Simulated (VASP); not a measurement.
BaTe: single point with PBE

The system is BaTe.

```xyz
2
Lattice="0.0000 3.5324 3.5829 3.5324 0.0000 3.5829 3.5324 3.5324 0.0000" Properties=species:S:1:pos:R:3 pbc="T T T"
Ba    0.0000    0.0000    0.0000
Te    3.5324    3.5324    3.5829
```

The cell was built by a generator and needn't be a form met in nature.

The cell isn't the ideal one: uniaxial_z strain +1.4%.

* Program: VASP 6.6.1
* Task: single point
* Functional: PBE
* Potentials or basis: VASP PAW PBE potentials, release 64 (Ba_sv, Te)
* Cutoff: 520 eV
* k mesh: 6 × 6 × 6
* Occupations: fermi-dirac, width 0.02 eV
* Spin: no spin polarisation
* Dipole correction: no
* Further INCAR settings: ALGO = Normal; EDIFF = 1e-06; NBANDS = 15

The pressure is -0.1 GPa and the band gap on the k mesh is 1.60 eV, indirect (least direct gap 1.97 eV).

Stress tensor (GPa, compression positive):
```
 0.17  0.00  0.00
 0.00  0.17  0.00
 0.00  0.00 -0.61
```

Levels at points of the mesh, in eV from the valence-band top:
```csv
k point,band 6,band 7,band 8,band 9,band 10,band 11
"(0.00, 0.00, 0.00)",-0.03,0.00,0.00,2.73,2.88,2.97
"(0.50, 0.00, 0.00)",-2.14,-1.06,-1.06,4.12,4.64,4.77
"(0.50, 0.50, 0.00)",-1.16,-0.37,-0.37,1.60,4.33,4.46
"(0.50, 0.00, 0.50)",-1.11,-0.41,-0.39,1.60,4.33,4.48
```

Wall time 21 s on 1 thread of Intel(R) Xeon(R) 6975P-C (Granite Rapids) (shared host), peak memory 0.25 GiB.

Caveat: spin-orbit coupling is left out, which moves the levels of the heavy elements. A k mesh can miss the band edges.
